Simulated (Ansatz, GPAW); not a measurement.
# Geometry or basis: what sets the conductance of a C3 chain between two Rh chains, part 2 of 3

Wanted: T(E) of a C3 chain between two Rh chains at a relaxed geometry in two programs, beside the unrelaxed structure.

GPAW 26.7.0 and Ansatz 0.2.0; Ansatz plane waves; relaxation of the junction with the lead ends held (the session's first sound run).

So far, transmission at the Fermi level (one spin): step 3 (plane waves, PBE) 0.832.

## Step 4: GPAW, dzp

Localised orbitals split the wire into layers that couple to their neighbours alone, which is what the Green's function method needs; double zeta with polarisation is the usual level for numbers.

This step: GPAW LCAO, PAW setups; Landauer transmission from Green's functions with principal layers (ASE), zero bias (GPAW 26.7.0).

Input file run.py:

```python
import json
import numpy as np
from ase import Atoms
from ase.transport.calculators import TransportCalculator
from gpaw import GPAW, FermiDirac
from gpaw.lcao.tools import get_lcao_hamiltonian
from scipy.linalg import eigh

# The junction with lead layers at both ends, along the third cell vector
device = Atoms(
    ['Rh', 'Rh', 'Rh', 'Rh', 'Rh', 'Rh', 'Rh', 'Rh', 'C', 'C', 'C', 'Rh', 'Rh', 'Rh', 'Rh', 'Rh', 'Rh', 'Rh', 'Rh'],
    positions=[
        [4.50000, 4.50000, 1.15000],
        [4.50000, 4.50000, 3.45000],
        [4.50000, 4.50000, 5.75000],
        [4.50000, 4.50000, 8.05000],
        [4.50000, 4.50000, 10.35000],
        [4.50000, 4.50000, 12.65000],
        [4.73875, 4.28145, 14.94690],
        [4.03844, 4.90455, 17.21211],
        [4.39748, 4.58706, 18.99562],
        [4.49692, 4.49276, 20.29989],
        [4.58326, 4.38843, 21.60436],
        [4.87130, 4.00554, 23.38716],
        [4.30045, 4.75726, 25.65452],
        [4.50000, 4.50000, 27.95140],
        [4.50000, 4.50000, 30.25140],
        [4.50000, 4.50000, 32.55140],
        [4.50000, 4.50000, 34.85140],
        [4.50000, 4.50000, 37.15140],
        [4.50000, 4.50000, 39.45140]],
    cell=[[9.0, 0.0, 0.0], [0.0, 9.0, 0.0], [0.0, 0.0, 40.6014]],
    pbc=True)

# One principal layer of the lead: the first 5 atoms of the device
lead = Atoms(
    ['Rh', 'Rh', 'Rh', 'Rh', 'Rh'],
    positions=[
        [4.50000, 4.50000, 1.15000],
        [4.50000, 4.50000, 3.45000],
        [4.50000, 4.50000, 5.75000],
        [4.50000, 4.50000, 8.05000],
        [4.50000, 4.50000, 10.35000]],
    cell=[[9.0, 0.0, 0.0], [0.0, 9.0, 0.0], [0.0, 0.0, 11.5]],
    pbc=True)

settings = dict(mode='lcao', basis='dzp', xc='PBE', h=0.2,
                occupations=FermiDirac(0.1), maxiter=250,
                mixer=dict(beta=0.1, nmaxold=8, weight=100.0),
                convergence=dict(density=0.0001))
energies = np.arange(-2, 2 + 1e-9, 0.025)
eta = 0.0001
n1, n2 = 1, 1
# k and -k transmit alike, so half of the mesh across the current serves
mesh = [(i, j) for i in range(n1) for j in range(n2) if (i, j) <= (-i % n1, -j % n2)]
weights = np.array([1 if (i, j) == (-i % n1, -j % n2) else 2 for i, j in mesh]) / (n1 * n2)

# [... helper functions left out ...]
fermi_lead = ground_state(lead, (1, 1, 10), 'lead.txt')
fermi_device = ground_state(device, (1, 1, 2), 'device.txt')
# [... loop over the mesh left out, but for ...]
        # Shift the lead onto the potential of the device's first layer
        shift = ((H[:, 0, 0] - H0[:, 0, 0]) / S0[0, 0]).real.mean()
# [...]
kT = 8.617333e-5 * 300
bias = [0.1, 0.2, 0.5, 1.0, 1.5, 2.0]
# [... integrals and printing left out ...]
```

On the command line:

```
$ OMP_NUM_THREADS=1 OPENBLAS_NUM_THREADS=1 python run.py
```

The job ended after 5.9 min (1 thread of Intel Xeon Platinum 8559C (Emerald Rapids), shared host; peak memory 1.6 GiB).

Numbers from this step:

- conductance: 0.8305 G₀
- largest coupling past the next principal layer: 2.07e-4 eV
- largest misfit of the first principal layer: 0.07269 eV
- shift that aligns the lead: -0.001075 eV
- basis functions of the junction: 471
- basis functions of a principal layer: 135
- transmission at the Fermi level (one spin): 0.7809

One spin. Table of transmission, zone mean by energy, zero at the Fermi level:

energy (eV), transmission, zone mean and a bar:
```
   -2.000       1.59 #######################
   -1.900       1.64 ########################
   -1.800       1.72 #########################
   -1.700       1.81 ###########################
   -1.600       1.90 ############################
   -1.500       1.97 #############################
   -1.400       2.00 #############################
   -1.300       2.01 ##############################
   -1.200       2.01 ##############################
   -1.100       2.02 ##############################
   -1.000       2.03 ##############################
   -0.900       2.03 ##############################
   -0.825       2.03 ##############################
   -0.800       2.03 ##############################
   -0.700       2.01 ##############################
   -0.600       1.74 ##########################
   -0.500       1.07 ################
   -0.400       0.83 ############
   -0.300       0.90 #############
   -0.200       1.09 ################
   -0.100       1.15 #################
   -0.050       1.18 #################
    0.000       0.78 ############
    0.100       0.58 #########
    0.200       0.47 #######
    0.300       0.42 ######
    0.400       0.38 ######
    0.500       0.35 #####
    0.600       0.33 #####
    0.700       0.30 ####
    0.800       0.28 ####
    0.900       0.24 ####
    1.000       0.16 ##
    1.100       0.10 ##
    1.200       0.16 ##
    1.300       0.38 ######
    1.375       0.99 ###############
    1.400       0.82 ############
    1.500       0.19 ###
    1.600       0.00 
    1.700       0.00 
    1.800       0.00 
    1.900       0.01 
    2.000       0.01
```

Not self-consistent under bias; the bias window is split evenly. Current through one cell, from the zero-bias transmission against bias:

```
bias (V)  current through one cell, from the zero-bias transmission (μA)
   0.100                                                            6.51
   0.200                                                            13.2
   0.500                                                            31.7
   1.000                                                            57.2
   1.500                                                            96.6
   2.000                                                             141
```

Table of transmission of the three most open eigenchannels by energy, zero at the Fermi level:

```
energy (eV)  channel 1  channel 2  channel 3
     -2.000      0.982      0.606    0.00202
     -1.900      0.985      0.655    0.00282
     -1.800      0.987      0.731    0.00394
     -1.700      0.989      0.819    0.00552
     -1.600      0.991      0.902    0.00776
     -1.500      0.994      0.960     0.0110
     -1.400      0.998      0.986     0.0157
     -1.300      0.995      0.993     0.0228
     -1.200      0.998      0.982     0.0339
     -1.100      0.996      0.988     0.0379
     -1.000      0.997      0.995     0.0365
     -0.900      0.996      0.994     0.0398
     -0.800      0.997      0.997     0.0393
     -0.700      0.996      0.982     0.0356
     -0.600      0.865      0.840     0.0314
     -0.500      0.554      0.481     0.0307
     -0.400      0.414      0.381     0.0358
     -0.300      0.468      0.392     0.0425
     -0.200      0.631      0.411     0.0523
     -0.100      0.631      0.441     0.0807
      0.000      0.415      0.199      0.167
      0.100      0.309      0.149      0.120
      0.200      0.298     0.0989     0.0771
      0.300      0.290     0.0877     0.0409
      0.400      0.279     0.0800     0.0233
      0.500      0.265     0.0742     0.0140
      0.600      0.249     0.0695    0.00863
      0.700      0.234     0.0653    0.00531
      0.800      0.221     0.0598    0.00301
      0.900      0.190     0.0498     6.3e-4
      1.000      0.128     0.0292     2.8e-4
      1.100      0.102     1.2e-8     2.8e-9
      1.200      0.163     1.1e-8    2.8e-11
      1.300      0.382     1.1e-8    4.7e-12
      1.400      0.818     1.1e-8    3.1e-12
      1.500      0.191     1.1e-8    4.1e-10
      1.600    0.00208     9.9e-9          0
      1.700     3.9e-4     1.5e-8          0
      1.800    0.00302     1.2e-8          0
      1.900    0.00601     1.2e-8          0
      2.000    0.00878     1.2e-8          0
```

At the Fermi level T is 0.781 against 0.832 in plane waves. Couplings past the next layer reach 2.1e-4 eV, small enough to drop; the matrix elements of the cell's first layer differ from the bulk lead's by up to 0.073 eV. That layer keeps its own values in the calculation, and only beyond it is the lead taken as perfect. The Fermi levels of lead and junction count from different zeros of potential, one for each periodic cell; with both set to zero, the small remaining shift is what aligns them. By hand: G = 0.8305 × 77.48 μS = 64.3 μS, a resistance of 15.5 kΩ; at 0.1 V a linear junction would pass 6.43 μA, and the integral over the bias window gives 6.51 μA.

## Step 5: GPAW, szp: basis = "szp(dzp)"

The second zeta is dropped, the polarisation orbitals stay.

run.py: that of step 4 with these lines changed.

```diff
@@ -46,3 +46,3 @@
 
-settings = dict(mode='lcao', basis='dzp', xc='PBE', h=0.2,
+settings = dict(mode='lcao', basis='szp(dzp)', xc='PBE', h=0.2,
                 occupations=FermiDirac(0.1), maxiter=250,
```

The job ended after 3.8 min (1 thread; peak memory 1.5 GiB).

This step gave:

```
conductance                                    : 0.8598 G₀
largest coupling past the next principal layer : 2.08e-4 eV
largest misfit of the first principal layer    : 0.08589 eV
shift that aligns the lead                     : -2.33e-5 eV
basis functions of the junction                : 267
basis functions of a principal layer           : 75
transmission at the Fermi level (one spin)     : 0.8339
```

One spin. Table of transmission, zone mean by energy, zero at the Fermi level:

energy (eV), transmission, zone mean and a bar:
```
   -2.000       1.59 ########################
   -1.900       1.67 #########################
   -1.800       1.77 ##########################
   -1.700       1.87 ############################
   -1.600       1.95 #############################
   -1.500       1.98 ##############################
   -1.400       1.98 ##############################
   -1.300       1.97 #############################
   -1.200       1.97 #############################
   -1.100       2.01 ##############################
   -1.075       2.01 ##############################
   -1.000       2.00 ##############################
   -0.900       2.01 ##############################
   -0.800       2.00 ##############################
   -0.700       1.85 ############################
   -0.600       1.22 ##################
   -0.500       0.73 ###########
   -0.400       0.67 ##########
   -0.300       0.80 ############
   -0.200       1.04 ################
   -0.100       1.12 #################
   -0.050       1.13 #################
    0.000       0.83 ############
    0.100       0.60 #########
    0.200       0.47 #######
    0.300       0.42 ######
    0.400       0.38 ######
    0.500       0.36 #####
    0.600       0.34 #####
    0.700       0.32 #####
    0.800       0.31 #####
    0.900       0.24 ####
    1.000       0.18 ###
    1.100       0.16 ##
    1.200       0.51 ########
    1.250       0.99 ###############
    1.300       0.37 ######
    1.400       0.02 
    1.500       0.00 
    1.600       0.00 
    1.700       0.00 
    1.800       0.00 
    1.900       0.01 
    2.000       0.01
```

The conductance, 0.860 G₀, lies 3.5 % above that of the dzp run.

## Step 6: GPAW, sz: basis = "sz(dzp)"

The minimal basis is the cheapest rung: no second zeta and no polarisation.

run.py: that of step 5 with these lines changed.

```diff
@@ -46,3 +46,3 @@
 
-settings = dict(mode='lcao', basis='szp(dzp)', xc='PBE', h=0.2,
+settings = dict(mode='lcao', basis='sz(dzp)', xc='PBE', h=0.2,
                 occupations=FermiDirac(0.1), maxiter=250,
```

Wall time 3 min (1 thread); peak memory 1.4 GiB.

This step gave:

| Property | Result |
| --- | --- |
| conductance | 0.8757 G₀ |
| largest coupling past the next principal layer | 2.07e-4 eV |
| largest misfit of the first principal layer | 0.03996 eV |
| shift that aligns the lead | -5.02e-4 eV |
| basis functions of the junction | 204 |
| basis functions of a principal layer | 60 |
| transmission at the Fermi level (one spin) | 0.8417 |

The conductance, 0.876 G₀, lies 5.4 % above that of the dzp run.

## Step 7: RPBE in the dzp basis: xc = "RPBE"

Back in the dzp basis, the functional changes from PBE to RPBE, to set the spread between functionals beside that between bases.

run.py: that of step 6 with these lines changed.

```diff
@@ -46,3 +46,3 @@
 
-settings = dict(mode='lcao', basis='sz(dzp)', xc='PBE', h=0.2,
+settings = dict(mode='lcao', basis='dzp', xc='RPBE', h=0.2,
                 occupations=FermiDirac(0.1), maxiter=250,
```

Elapsed: 5.2 min, on 1 thread; peak memory 1.6 GiB.

Numbers from this step:

| Item | Value |
| --- | --- |
| conductance | 0.8292 G₀ |
| largest coupling past the next principal layer | 2.03e-4 eV |
| largest misfit of the first principal layer | 0.07518 eV |
| shift that aligns the lead | -9.38e-4 eV |
| basis functions of the junction | 471 |
| basis functions of a principal layer | 135 |
| transmission at the Fermi level (one spin) | 0.7840 |

The conductance equals that of the dzp run to 0.2 %.

## Step 8: Without the relaxation: geometry = "as built"

The dzp basis with PBE on the structure as first built shows what the relaxation was worth.

run.py: that of step 7 with these lines changed.

```diff
@@ -18,9 +18,9 @@
         [4.50000, 4.50000, 12.65000],
-        [4.73875, 4.28145, 14.94690],
-        [4.03844, 4.90455, 17.21211],
-        [4.39748, 4.58706, 18.99562],
-        [4.49692, 4.49276, 20.29989],
-        [4.58326, 4.38843, 21.60436],
-        [4.87130, 4.00554, 23.38716],
-        [4.30045, 4.75726, 25.65452],
+        [4.50000, 4.50000, 14.95000],
+        [4.50000, 4.50000, 17.25000],
+        [4.50000, 4.50000, 19.01570],
+        [4.50000, 4.50000, 20.24570],
+        [4.50000, 4.50000, 21.58570],
+        [4.50000, 4.50000, 23.35140],
+        [4.50000, 4.50000, 25.65140],
         [4.50000, 4.50000, 27.95140],
@@ -46,3 +46,3 @@
 
-settings = dict(mode='lcao', basis='dzp', xc='RPBE', h=0.2,
+settings = dict(mode='lcao', basis='dzp', xc='PBE', h=0.2,
                 occupations=FermiDirac(0.1), maxiter=250,
```

The job ended after 5.8 min (1 thread; peak memory 1.6 GiB).

Numbers from this step:

- conductance: 1.640 G₀
- largest coupling past the next principal layer: 2.07e-4 eV
- largest misfit of the first principal layer: 0.1768 eV
- shift that aligns the lead: -0.004817 eV
- transmission at the Fermi level (one spin): 1.642

The conductance, 1.64 G₀, lies 97 % above that of the dzp run.

## Step 9: All levels side by side

Times are wall times on the hardware named with each run. Results by setting:

```
no.       run  conductance (G₀)     time  memory (GiB)
  1    pw PBE            0.8426    100 s           5.1
  2       dzp            0.8305  5.9 min           1.6
  3       szp            0.8598  3.8 min           1.5
  4        sz            0.8757    3 min           1.4
  5  dzp RPBE            0.8292  5.2 min           1.6
  6   asbuilt             1.640  5.8 min           1.6
```

## Step 10: The levels side by side

The curves are compared point by point over the common energies.

This step: comparison of transmission and cost over codes, levels and geometry (GPAW 26.7.0).

Ladder, by row:

```
    step    code  T at the Fermi level (sum over the listed spins)  conductance (G0)  r.m.s. T(E) from the first  wall time (s)  peak memory (GiB)  threads
  pw-pbe  Ansatz                                            0.8318            0.8426                           0          99.96              5.074        4
     dzp    GPAW                                            0.7809            0.8305                      0.1358          353.8               1.57        1
     szp    GPAW                                            0.8339            0.8598                      0.2045          228.6               1.49        1
      sz    GPAW                                            0.8417            0.8757                      0.2054          177.3               1.43        1
dzp-RPBE    GPAW                                             0.784            0.8292                      0.1356          313.7               1.57        1
 asbuilt    GPAW                                             1.642              1.64                      0.4848          346.5               1.58        1
```

Table of transmission, zone mean, sum over the listed spins by energy, zero at the Fermi level:

```
energy (eV)   pw-pbe      dzp      szp       sz  dzp-RPBE  asbuilt
     -2.000     1.57     1.59     1.59     1.65      1.58     1.92
     -1.800     1.71     1.72     1.77     1.83      1.72     1.94
     -1.600     1.90     1.90     1.95     1.97      1.91     1.93
     -1.400     2.01     2.00     1.98     1.98      2.00     1.90
     -1.200     2.01     2.01     1.97     1.97      2.02     1.85
     -1.075     2.03     2.02     2.01     2.00      2.03     1.81
     -1.000     2.03     2.03     2.00     2.00      2.03     1.79
     -0.925     2.04     2.03     2.01     2.00      2.03     1.77
     -0.825     2.02     2.03     2.00     2.00      2.04     1.74
     -0.800     2.03     2.03     2.00     2.00      2.03     1.73
     -0.600     1.36     1.74     1.22     1.28      1.67     1.67
     -0.400     1.04    0.831    0.665    0.674     0.821     1.65
     -0.200     1.25     1.09     1.04     1.05      1.10     1.66
     -0.100     1.29     1.15     1.12     1.14      1.14     1.66
     -0.050    0.951     1.18     1.13     1.15      1.17     1.65
      0.000    0.832    0.781    0.834    0.842     0.784     1.64
      0.200    0.501    0.474    0.470    0.498     0.476     1.54
      0.400    0.390    0.383    0.383    0.407     0.382     1.34
      0.600    0.332    0.327    0.339    0.360     0.325     1.07
      0.800    0.295    0.284    0.313    0.330     0.280    0.766
      1.000    0.223    0.157    0.181    0.185     0.153    0.271
      1.200    0.117    0.163    0.510    0.639     0.167   0.0167
      1.375    0.486    0.990   0.0255   0.0261     0.994   0.0116
      1.400    0.705    0.818   0.0180   0.0162     0.771   0.0111
      1.425    0.961    0.436  0.00957  0.00881     0.400   0.0107
      1.600   0.0131  0.00208   5.7e-4   2.6e-4   0.00133  0.00856
      1.800  0.00136  0.00302  0.00489  0.00332   0.00376  0.00720
      2.000  0.00711  0.00878  0.00864  0.00593   0.00985  0.00642
```

(Continued in part 3 of 3.)

[Logs are printed without paths, hosts, clocks, repeated set-up lines and the standing remarks that a program may print on its own settings, such as how far it seeks lower states.]

[Hosts, paths, dates, database ids (printed as entryN), source tags and the programs' standing remarks are cut or masked in the printed files.]
